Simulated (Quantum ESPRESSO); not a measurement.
**Nb: single point with PBEsol**

Crystal: Nb.

```xyz
1
Lattice="-1.6548 1.6619 1.6631 1.6119 -1.6698 1.6281 1.7028 1.7178 -1.6710" Properties=species:S:1:pos:R:3 pbc="T T T"
Nb    0.0014    0.0170   -0.0261
```

The cell isn't the ideal one: cell strained at random at fixed volume.

- Program: Quantum ESPRESSO 7.5
- Task: single point
- Functional: PBEsol
- Potentials or basis: GBRV 1.5 PBEsol
- Cutoff: 612 eV
- Density cutoff: 4898 eV
- k mesh: 11 × 11 × 11
- Occupations: fermi-dirac, width 0.05 eV
- Spin: no spin polarisation

```
Pressure               : -8.4 GPa
Band gap on the k mesh : none (metal or under the smearing width)
```

Stress tensor (GPa, compression positive):
```
-8.00 -0.63  0.37
-0.63 -9.84  0.20
 0.37  0.20 -7.35
```

Levels at points of the mesh, in eV from the Fermi level:
| k point | band 3 | band 4 | band 5 | band 6 | band 7 | band 8 | band 9 | band 10 | band 11 | band 12 |
| --- | --- | --- | --- | --- | --- | --- | --- | --- | --- | --- |
| (0.00, 0.00, 0.00) | -29.64 | -29.59 | -5.87 | 0.09 | 0.35 | 0.72 | 3.08 | 3.42 | 13.76 | 14.13 |

Run time: 41 s on 2 MPI ranks on Arm Neoverse V1 (shared host), peak memory 0.2 GiB a rank.
